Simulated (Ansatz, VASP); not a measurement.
## One calculation of TaN, two programs

```
CELL_PARAMETERS angstrom
2.90672 0.00000 0.00000
-1.45336 2.51729 0.00000
0.00000 0.00000 2.85136
ATOMIC_POSITIONS crystal
Ta 0.33333 0.66667 0.50000
N 0.00000 0.00000 0.00000
```

Alike in both runs: functional LDA; k mesh 10 × 10 × 9; occupations fermi-dirac, width 0.02 eV; no spin polarisation.

Ansatz relaxed the structure, and its values are those at the end. VASP's run is a single point on that final structure, the one shown.

|  | VASP | Ansatz |
| --- | --- | --- |
| version | VASP 6.6.1 | Ansatz 0.2.0 |
| potentials or method | VASP PAW LDA potentials, release 64 (Ta_pv, N) | PAW with Ansatz's default frozen-core files, scalar-relativistic |
| plane-wave cutoff (eV) | 520 | 420 |
| valence electrons in the cell | 16 | 18 |

Ansatz gave:

* pressure (GPa): 0.0

Task: Which values does VASP return?

Result: Pressure (GPa): 2.0.

The two sets of potentials don't hold the same shells in valence. Ansatz warned: «gradients_without_spin_orbit».

Spin-orbit coupling is left out, which matters for the levels of Ta.
